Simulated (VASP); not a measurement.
Crystal: Se.

```xyz
1
Lattice="-1.6522 1.6522 2.5136 1.6522 -1.6522 2.5136 1.6522 1.6522 -2.5136" Properties=species:S:1:pos:R:3 pbc="T T T"
Se    0.0000    0.0000    0.0000
```

The cell was built by a generator and needn't be a form met in nature.

```yaml
Program: VASP 6.6.1
Task: relaxation of cell and atoms
Functional: PBEsol
Potentials_or_basis: VASP PAW PBE potentials, release 64 (Se)
Cutoff: 600 eV
k_mesh: 8 × 8 × 8
Occupations: gaussian, width 0.1 eV
Spin: no spin polarisation
```

At the start: pressure -12.9 GPa; volume 27.45 Å³/atom.

Question: Where does the relaxation end?

Answer: Over 32 steps the energy falls by 848.6 meV/atom and the volume is 24.10 Å³/atom (-12.2 %); space group I4/mmm (No. 139, to 0.05 Å).

Step by step:
| step | energy change (eV) | largest force (eV/Å) | pressure (GPa) | volume (Å³) |
| --- | --- | --- | --- | --- |
| 1 | 0.0000 | 0.0000 | -12.94 | 27.45 |
| 2 | -0.4816 | 0.0000 | -1.04 | 19.54 |
| 3 | -0.4830 | 0.0000 | 0.23 | 19.25 |
| 4 | -0.4828 | 0.0000 | 0.89 | 19.10 |
| 5 | -0.4917 | 0.0000 | 1.10 | 19.09 |
| 6 | -0.5159 | 0.0000 | 2.71 | 19.03 |
| 7 | -0.6016 | 0.0000 | 9.09 | 18.70 |
| 8 | -0.2421 | 0.0000 | 40.42 | 17.34 |
| 9 | -0.6069 | 0.0000 | 11.29 | 18.57 |
| 10 | -0.5718 | 0.0000 | 21.44 | 18.04 |
| 11 | -0.5909 | 0.0000 | 16.90 | 18.26 |
| 12 | -0.5832 | 0.0000 | 19.76 | 18.12 |
| 13 | -0.5841 | 0.0000 | 19.83 | 18.12 |
| 14 | -0.5865 | 0.0000 | 20.01 | 18.14 |
| 15 | -0.5899 | 0.0000 | 20.38 | 18.18 |
| 16 | -0.5901 | 0.0000 | 21.30 | 18.25 |
| 17 | -0.5911 | 0.0000 | 20.92 | 18.22 |
| 18 | -0.5950 | 0.0000 | 20.70 | 18.25 |
| 19 | -0.6063 | 0.0000 | 20.04 | 18.35 |
| 20 | -0.6281 | 0.0000 | 18.75 | 18.54 |
| 21 | -0.6677 | 0.0000 | 16.33 | 18.93 |
| 22 | -0.7326 | 0.0000 | 12.01 | 19.72 |
| 23 | -0.8135 | 0.0000 | 5.03 | 21.36 |
| 24 | -0.8323 | 0.0000 | -3.18 | 24.87 |
| 25 | -0.8422 | 0.0000 | -1.23 | 23.71 |
| 26 | -0.8426 | 0.0000 | -0.70 | 23.45 |
| 27 | -0.8439 | 0.0000 | -0.57 | 23.48 |
| 28 | -0.8467 | 0.0000 | -0.13 | 23.59 |
| 29 | -0.8478 | 0.0000 | 0.84 | 23.78 |
| 30 | -0.8481 | 0.0000 | 0.53 | 23.72 |
| 31 | -0.8484 | 0.0000 | 0.35 | 23.84 |
| 32 | -0.8486 | 0.0000 | -0.01 | 24.10 |

Final structure:
```xyz
1
Lattice="-1.3049 1.3049 3.5384 1.3049 -1.3049 3.5384 1.3049 1.3049 -3.5384" Properties=species:S:1:pos:R:3 pbc="T T T"
Se    0.0000    0.0000    0.0000
```

Caveat: the PAW data sets were made with another functional, which shifts forces and pressure a little.
